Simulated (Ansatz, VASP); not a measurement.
# One calculation of BeS, two programs

```
Be S
1.0
     0.00000    2.38838    2.38838
     2.38838    0.00000    2.38838
     2.38838    2.38838    0.00000
Be S
1 1
Direct
  0.00000 0.00000 0.00000
  0.75000 0.75000 0.75000
```

Alike in both runs: functional PBEsol; k mesh 8 × 8 × 8; no spin polarisation.

Ansatz relaxed the structure, and its values are those at the end. VASP's run is a single point on that final structure, the one shown.

|  | VASP | Ansatz |
| --- | --- | --- |
| version | VASP 6.6.1 | Ansatz 0.2.0 |
| potentials or method | VASP PAW PBE potentials, release 64 (Be, S) | PAW with Ansatz's default frozen-core files, scalar-relativistic |
| plane-wave cutoff (eV) | 520 | 420 |
| occupations | gaussian, width 0.01 eV | fixed |
| valence electrons in the cell | 8 | 8 |

VASP gave:

* pressure (GPa): 4.2

Estimate Ansatz's values.

pressure (GPa): 4.0.

Caveats: the PAW data sets were made with another functional, which shifts forces and pressure a little (VASP). A k mesh can miss the band edges.
